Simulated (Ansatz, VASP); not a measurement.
# Two plane-wave programs on BaS

```
Ba S
1.0
     0.00000    3.19375    3.19375
     3.19375    0.00000    3.19375
     3.19375    3.19375    0.00000
Ba S
1 1
Direct
  0.00000 0.00000 0.00000
  0.50000 0.50000 0.50000
```

Alike in both runs: task relaxation of cell and atoms; functional PBE; dispersion D3(BJ); k mesh 7 × 7 × 7; occupations fermi-dirac, width 0.05 eV; no spin polarisation.

|  | VASP | Ansatz |
| --- | --- | --- |
| version | VASP 6.6.1 | Ansatz 0.2.0 |
| potentials or method | VASP PAW PBE potentials, release 64 (Ba_sv, S) | Ansatz PAW |
| plane-wave cutoff (eV) | 600 | 420 |
| valence electrons in the cell | 16 | 16 |

Ansatz gave:

* relaxed volume (Å³/atom): 32.15
* relaxed cell length with the largest relative difference (Å): 4.497

Task: Estimate VASP's values.

Result: Relaxed volume (Å³/atom): 32.58; relaxed cell length with the largest relative difference (Å): 4.517.

Caveats: spin-orbit coupling is left out, which moves the levels of the heavy elements; the relaxation stopped at its first step, so nothing moved (VASP); an odd mesh through Γ misses points on the zone boundary, where band edges often lie (VASP); odd divisions of the mesh miss points on the zone boundary, where band edges often lie, so the gap on the mesh can be too wide (Ansatz); the plane-wave basis is chosen anew once the cell has moved, so the energies of steps on either side of that aren't comparable (Ansatz). As with any semilocal functional, this PBE gap is likely too small.
